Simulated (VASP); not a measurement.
# AgCl (Cmmm) in VASP: settings compared

One crystal, AgCl, is run at these levels: PBE, HSE06; tasks: single point.

Everything below comes from runs of VASP 6.6.1. Logs are shortened: lines on timing, memory, paths and dates and some standing lists are left out, and cuts for length are marked.

## Step 1: The cell of the first run

It takes space group Cmmm (No. 65, orthorhombic). Conventional cell: a = 4.673 Å, b = 4.931 Å, c = 3.396 Å, α = 90.00°, β = 90.00°, γ = 90.00°. Ag (site symmetry mmm) is surrounded by 8 Cl at 2.89 to 2.99 Å. Cl (site symmetry mmm) has 8 Ag at 2.89 to 2.99 Å as nearest neighbours.

The cell was built by a generator and needn't be a form met in nature.

## Step 2: Single point, PBE (shear_xy strain -5.4%)

INCAR

```
SYSTEM = AgCl
  PREC = Accurate
  ENCUT = 520
  EDIFF = 1E-6
  ISMEAR = -1
  SIGMA = 0.02
  LREAL = .False.
  LASPH = .True.
  NELM = 100
  ALGO = Fast
  ISIF = 2
  LWAVE = .False.
  LCHARG = .False.
  GGA = PE
  NBANDS = 16
```

KPOINTS

```
Automatic mesh
0
Gamma
  8 8 8
  0 0 0
```

POSCAR

```
AgCl
1.0
    3.3955880419     -0.0910017595      0.0000000000
   -0.0910017595      3.3955880419      0.0000000000
    0.0000000000      0.0000000000      3.3955880419
Ag Cl
1 1
Direct
    0.0000000000      0.0000000000      0.0000000000
    0.5000000000      0.5000000000      0.5000000000
```

Potentials or basis: VASP PAW PBE potentials, release 64 (Ag, Cl).

The run is started by

```console
> cat potpaw_PBE.64/Ag/POTCAR potpaw_PBE.64/Cl/POTCAR > POTCAR
> mpirun -np 1 vasp_std > vasp.out
```

OUTCAR:

```text
SYSTEM = AgCl
   PREC = Accurate
   ENCUT = 520
   EDIFF = 1E-6
   ISMEAR = -1
   LREAL = .False.
   LASPH = .True.
   NELM = 100
   ISIF = 2
   GGA = PE

 ion  position               nearest neighbor table
   1  0.000  0.000  0.000-   2 2.89   2 2.89   2 2.89   2 2.89   2 2.99   2 2.99   2 2.99   2 2.99

   2  0.500  0.500  0.500-   1 2.89   1 2.89   1 2.89   1 2.89   1 2.99   1 2.99   1 2.99   1 2.99

  LATTYP: Found a base centered orthorhombic cell.
 ALAT       =     4.6733907386
 B/A-ratio  =     1.0550760378
 C/A-ratio  =     0.7265791011

  Lattice vectors:

 A1 = (   3.3955880419,  -0.0910017595,   0.0000000000)
 A2 = (  -0.0910017595,   3.3955880419,   0.0000000000)
 A3 = (   0.0000000000,   0.0000000000,   3.3955880419)

Analysis of symmetry for initial positions (statically):
=====================================================================
 Subroutine PRICEL returns:
 Original cell was already a primitive cell.

 Routine SETGRP: Setting up the symmetry group for a
 base centered orthorhombic supercell.

 Subroutine GETGRP returns: Found  8 space group operations
 (whereof  8 operations were pure point group operations)
 out of a pool of  8 trial point group operations.

The static configuration has the point symmetry D_2h.

Analysis of symmetry for dynamics (positions and initial velocities):
=====================================================================
 Subroutine PRICEL returns:
 Original cell was already a primitive cell.

 Routine SETGRP: Setting up the symmetry group for a
 base centered orthorhombic supercell.

 Subroutine GETGRP returns: Found  8 space group operations
 (whereof  8 operations were pure point group operations)
 out of a pool of  8 trial point group operations.

The dynamic configuration has the point symmetry D_2h.

 Subroutine INISYM returns: Found  8 space group operations
 (whereof  8 operations are pure point group operations),
 and found     1 'primitive' translations

----------------------------------------------------------------------------------------

                                     Primitive cell

  volume of cell :      39.1231

  direct lattice vectors                    reciprocal lattice vectors
     3.395588042 -0.091001760  0.000000000     0.294711474  0.007898267  0.000000000
    -0.091001760  3.395588042  0.000000000     0.007898267  0.294711474  0.000000000
     0.000000000  0.000000000  3.395588042     0.000000000  0.000000000  0.294499800

  length of vectors
     3.396807247  3.396807247  3.395588042     0.294817292  0.294817292  0.294499800

  position of ions in fractional coordinates (direct lattice)
     0.000000000  0.000000000  0.000000000
     0.500000000  0.500000000  0.500000000

  ion indices of the primitive-cell ions
   primitive index   ion index
                 1           1
                 2           2

----------------------------------------------------------------------------------------

 KPOINTS: Automatic mesh

Automatic generation of k-mesh.
 Grid dimensions read from file:
 generate k-points for:    8    8    8

 Generating k-lattice:

  Cartesian coordinates                     Fractional coordinates (reciprocal lattice)
     0.036838934  0.000987283  0.000000000     0.125000000 -0.000000000  0.000000000
     0.000987283  0.036838934  0.000000000    -0.000000000  0.125000000  0.000000000
     0.000000000  0.000000000  0.036812475     0.000000000  0.000000000  0.125000000

  Length of vectors
     0.036852161  0.036852161  0.036812475

  Shift w.r.t. Gamma in fractional coordinates (k-lattice)
     0.000000000  0.000000000  0.000000000

 Subroutine IBZKPT returns following result:
 ===========================================

 Found    105 irreducible k-points:

 Following reciprocal coordinates:
            Coordinates               Weight
  0.000000  0.000000  0.000000      1.000000
  0.125000 -0.000000  0.000000      4.000000
  0.250000 -0.000000  0.000000      4.000000
  0.375000 -0.000000  0.000000      4.000000
  0.500000 -0.000000  0.000000      2.000000
  0.125000  0.125000  0.000000      2.000000
[... 16 lines left out ...]
  0.125000 -0.000000  0.125000      8.000000
  0.250000 -0.000000  0.125000      8.000000
 [... further k-points ...]
   k-points           NKPTS =    105   k-points in BZ     NKDIM =    105   number of bands    NBANDS=     16
   number of dos      NEDOS =    301   number of ions     NIONS =      2
   total plane-waves  NPLWV =  21952
   dimension x,y,z NGX =    28 NGY =   28 NGZ =   28
   dimension x,y,z NGXF=    56 NGYF=   56 NGZF=   56
   ions per type =               1   1
   NGX,Y,Z   is equivalent  to a cutoff of  13.70, 13.70, 13.71 a.u.
   NGXF,Y,Z  is equivalent  to a cutoff of  27.41, 27.41, 27.42 a.u.
 SYSTEM =  AgCl
   PREC   = accura    normal or accurate (medium, high low for compatibility)
   ISTART =      0    job   : 0-new  1-cont  2-samecut
   ICHARG =      2    charge: 1-file 2-atom 10-const
   ISPIN  =      1    spin polarized calculation?
   LNONCOLLINEAR =      F non collinear calculations
   LSORBIT =      F    spin-orbit coupling
   LASPH  =      T    aspherical Exc in radial PAW
   ENCUT  =  520.0 eV  38.22 Ry    6.18 a.u.   6.32  6.32  6.31*2*pi/ulx,y,z
   NELM   =    100;   NELMIN=  2; NELMDL= -5     # of ELM steps
   EDIFF  = 0.1E-05   stopping-criterion for ELM
   LREAL  =      F    real-space projection
   EDIFFG = 0.1E-04   stopping-criterion for IOM
   NSW    =      0    number of steps for IOM
   IBRION =     -1    ionic relax: 0-MD 1-quasi-New 2-CG
   NFREE  =      0    steps in history (QN), initial steepest desc. (CG)
   ISIF   =      2    stress and relaxation
   ISYM   =      2    0-nonsym 1-usesym 2-fastsym
   POTIM  = 0.5000    time-step for ionic-motion
   TEBEG  =    0.0;   TEEND  =   0.0 temperature during run
   PSTRESS=    0.0 pullay stress
   NELECT =      18.0000    total number of electrons
   NUPDOWN=      -1.0000    fix difference up-down
   EMIN   =  10.00;   EMAX   =-10.00  energy-range for DOS
   EFERMI =   0.00;   METHOD = LEGACY
   ISMEAR =    -1;   SIGMA  =   0.02  broadening in eV -4-tet -1-fermi 0-gaus
   EFERMI_NEDOS =   21; number of points for ismear=-14 and -15
   IALGO  =     68    algorithm
   IMIX   =      4    mixing-type and parameters
     AMIX     =   0.40;   BMIX     =  1.00
     AMIX_MAG =   1.60;   BMIX_MAG =  1.00
  volume/ion in A,a.u.               =      19.56       132.01
  Fermi-wavevector in a.u.,A,eV,Ry     =   1.263828  2.388289 21.732063  1.597262
  Thomas-Fermi vector in A             =   2.397165
   LORBIT       =      0    0 simple, 1 ext, 2 COOP (PROOUT), +10 PAW based schemes
   GGA     = PE    functional components
   LHFCALC =     F    Hartree Fock is set to
   AEXX    =    0.0000 exact exchange contribution
   IVDW    =     0    specifies the selected vdW correction
   LEPSILON=     F    determine dielectric tensor
   LRPA    =     F    only Hartree local field effects (RPA)
 non-spin polarized calculation
 RMM-DIIS sequential band-by-band and
  energy-cutoff  :      520.00
  volume of cell :       39.12
 maximum number of plane-waves:      1070
 NGX is ok and might be reduce to    28
   NGX = 13   NGY = 13   NGZ = 13

 number of electron      17.9999999 magnetization

 Free energy of the ion-electron system (eV)
  ---------------------------------------------------
  ext. energy  EPLUGINS =         0.00000000
  ---------------------------------------------------
  free energy    TOTEN  =        -5.12012302 eV

  energy without entropy =       -5.12012298  energy(sigma->0) =       -5.12012300

 E-fermi :   4.7073     XC(G=0): -10.5675

 val. band max:        4.4933450428   @ k =   0.0000   0.0000   0.5000
 cond. band min:       4.9197434095   @ k =   0.0000   0.0000   0.0000
 fundamental gap:      0.4263983667
 Fermi energy:         4.7072967903

 k-point     1 :       0.0000    0.0000    0.0000
  band No.  band energies     occupation
      1     -10.4726      2.00000
      2       1.4588      2.00000
      3       1.4657      2.00000
      4       2.4362      2.00000
      5       2.4582      2.00000
      6       2.4945      2.00000
[... 8 lines left out ...]
     15      18.6250      0.00000
     16      20.6720      0.00000

 k-point     2 :       0.1250   -0.0000    0.0000
  band No.  band energies     occupation
      1     -10.4048      2.00000
      2       1.2228      2.00000
      3       1.4797      2.00000
      4       2.0467      2.00000
      5       2.0508      2.00000
      6       2.2802      2.00000
[... 8 lines left out ...]
     15      18.0150      0.00000
     16      20.7364      0.00000

 k-point     3 :       0.2500   -0.0000    0.0000
  band No.  band energies     occupation
      1     -10.2321      2.00000
      2       0.2438      2.00000
      3       1.5008      2.00000
      4       1.6471      2.00000
      5       1.6960      2.00000
      6       2.3732      2.00000
[... 8 lines left out ...]
     15      18.2621      0.00000
     16      20.5471      0.00000

 k-point     4 :       0.3750   -0.0000    0.0000
  band No.  band energies     occupation
      1     -10.0449      2.00000
      2      -0.6331      2.00000
      3       1.3616      2.00000
      4       1.3895      2.00000
      5       1.6366      2.00000
      6       2.5116      2.00000
[... 8 lines left out ...]
     15      20.3585      0.00000
     16      20.3797      0.00000
[... 324 lines left out ...]
 k-point    22 :       0.0000    0.0000    0.1250
  band No.  band energies     occupation
      1     -10.4048      2.00000
      2       1.2202      2.00000
      3       1.4884      2.00000
      4       1.9316      2.00000
      5       2.1824      2.00000
      6       2.2707      2.00000
[... 8 lines left out ...]
     15      17.8256      0.00000
     16      20.5777      0.00000

 k-point    23 :       0.1250   -0.0000    0.1250
  band No.  band energies     occupation
      1     -10.3397      2.00000
      2       1.1713      2.00000
      3       1.3075      2.00000
      4       1.7047      2.00000
      5       1.9902      2.00000
      6       2.4162      2.00000
[... 8 lines left out ...]
     15      18.4405      0.00000
     16      19.9145      0.00000

 k-point    24 :       0.2500   -0.0000    0.1250
  band No.  band energies     occupation
      1     -10.1747      2.00000
      2       0.3066      2.00000
      3       1.3115      2.00000
      4       1.6033      2.00000
      5       1.8080      2.00000
      6       2.4192      2.00000
[... 8 lines left out ...]
     15      18.7321      0.00000
     16      19.7025      0.00000

 [... further k-points ...]

------------------------ aborting loop because EDIFF is reached ----------------------------------------

  FORCE on cell =-STRESS in cart. coord.  units (eV):
  Direction    XX          YY          ZZ          XY          YZ          ZX
  --------------------------------------------------------------------------------------
  -------------------------------------------------------------------------------------
  Total        0.3865292      0.3865292      0.3883625     -0.1387853      0.0000000      0.0000000
  in kB       15.8292366     15.8292366     15.9043133     -5.6835682      0.0000000      0.0000000
  external PRESSURE =      15.8542621 kB  Pullay stress =       0.0000000 kB

 VOLUME and BASIS-vectors are now :
 -----------------------------------------------------------------------------
  energy-cutoff  :      520.00
  volume of cell :       39.12
      direct lattice vectors                 reciprocal lattice vectors
     3.395588042 -0.091001760  0.000000000     0.294711474  0.007898267  0.000000000
    -0.091001760  3.395588042  0.000000000     0.007898267  0.294711474  0.000000000
     0.000000000  0.000000000  3.395588042     0.000000000  0.000000000  0.294499800

 POSITION                                       TOTAL-FORCE (eV/Angst)
 -----------------------------------------------------------------------------------
      0.00000      0.00000      0.00000        -0.000000     -0.000000      0.000000
      1.65229      1.65229      1.69779         0.000000      0.000000      0.000000
 -----------------------------------------------------------------------------------
    total drift:                               -0.000000      0.000000      0.000000

  FREE ENERGIE OF THE ION-ELECTRON SYSTEM (eV)
  ---------------------------------------------------
  free  energy   TOTEN  =        -5.1201230212 eV

  energy  without entropy=       -5.1201229763  energy(sigma->0) =       -5.12012300
```

Wall time 24 s (1 thread of Intel Xeon 6975P-C (Granite Rapids), shared host); peak memory 0.18 GiB.

Results:

```
Free energy            : -5.1201 eV
Pressure               : 1.6 GPa
Band gap on the k mesh : 0.43 eV, indirect (least direct gap 2.10 eV)
```

Levels at points of the mesh, in eV from the valence-band top:
```
           k point  band 5  band 6  band 7  band 8  band 9  band 10  band 11  band 12  band 13  band 14
(0.00, 0.00, 0.00)   -2.04   -2.00   -1.91   -1.80   -1.67     0.43     9.23     9.24    13.36    13.75
(0.50, 0.00, 0.00)   -2.84   -1.97   -1.64   -0.19   -0.16     4.74     5.53     9.00     9.84    10.02
(0.50, 0.50, 0.00)   -2.34   -2.34   -2.33   -1.71   -1.14     2.63     8.60     9.20    10.47    13.42
(0.00, 0.00, 0.50)   -2.87   -1.99   -1.63   -0.35    0.00     4.76     5.52     9.15     9.71    10.02
(0.50, 0.00, 0.50)   -2.38   -2.33   -2.29   -1.71   -1.14     2.61     8.87     8.93    10.44    13.55
(0.50, 0.50, 0.50)   -1.69   -1.69   -0.47   -0.35   -0.21     4.29     4.54     4.77     6.79    17.25
```

## Step 3: Single point, HSE06 (hydrostatic strain -5.0%)

POSCAR

```
AgCl
1.0
    3.2261481986      0.0000000000      0.0000000000
    0.0000000000      3.2261481986      0.0000000000
    0.0000000000      0.0000000000      3.2261481986
Ag Cl
1 1
Direct
    0.0000000000      0.0000000000      0.0000000000
    0.5000000000      0.5000000000      0.5000000000
```

INCAR.step1

```
ALGO = Normal
EDIFF = 1E-5
ENCUT = 520
GGA = PE
ISIF = 2
ISMEAR = 0
LASPH = True
LCHARG = False
LREAL = False
LWAVE = True
NBANDS = 16
NELM = 100
PREC = Accurate
SIGMA = 0.01
```

INCAR.step2

```
ALGO = Normal
EDIFF = 1E-7
ENCUT = 520
GGA = PE
HFSCREEN = 0.2079
ISIF = 2
ISMEAR = 0
ISTART = 1
LASPH = True
LCHARG = False
LHFCALC = True
LREAL = False
LWAVE = False
NBANDS = 16
NELM = 100
PREC = Accurate
PRECFOCK = Normal
SIGMA = 0.01
```

KPOINTS

```
k-points
0
Gamma
  6 6 6
```

Potentials or basis: VASP PAW PBE potentials, release 64 (Ag, Cl).

The run is started by

```console
> cat potpaw_PBE.64/Ag/POTCAR potpaw_PBE.64/Cl/POTCAR > POTCAR
> cp INCAR.step1 INCAR
> mpirun -np 1 vasp_std > vasp.out
> cp INCAR.step2 INCAR
> mpirun -np 1 vasp_std > vasp.out
```

Wall time 20 min (1 thread of Intel Xeon 6975P-C (Granite Rapids), shared host); peak memory 0.25 GiB.

It converged, with:

| Item | Value |
| --- | --- |
| Free energy | -6.1206 eV |
| Pressure | 13.5 GPa |
| Band gap on the k mesh | 2.14 eV, indirect (least direct gap 4.31 eV) |

Levels at points of the mesh, in eV from the valence-band top:
| k point | band 7 | band 8 | band 9 | band 10 | band 11 | band 12 |
| --- | --- | --- | --- | --- | --- | --- |
| (0.00, 0.00, 0.00) | -2.17 | -2.17 | -2.17 | 2.14 | 10.60 | 10.60 |
| (0.50, 0.00, 0.00) | -2.14 | 0.00 | 0.00 | 6.42 | 8.31 | 10.08 |
| (0.50, 0.50, 0.00) | -3.10 | -2.26 | -1.25 | 4.01 | 11.47 | 11.47 |
| (0.50, 0.50, 0.50) | -0.30 | -0.30 | -0.30 | 5.43 | 5.43 | 5.43 |

Caveat: the PAW data sets were made with another functional, which shifts forces and pressure a little. A k mesh can miss the band edges.
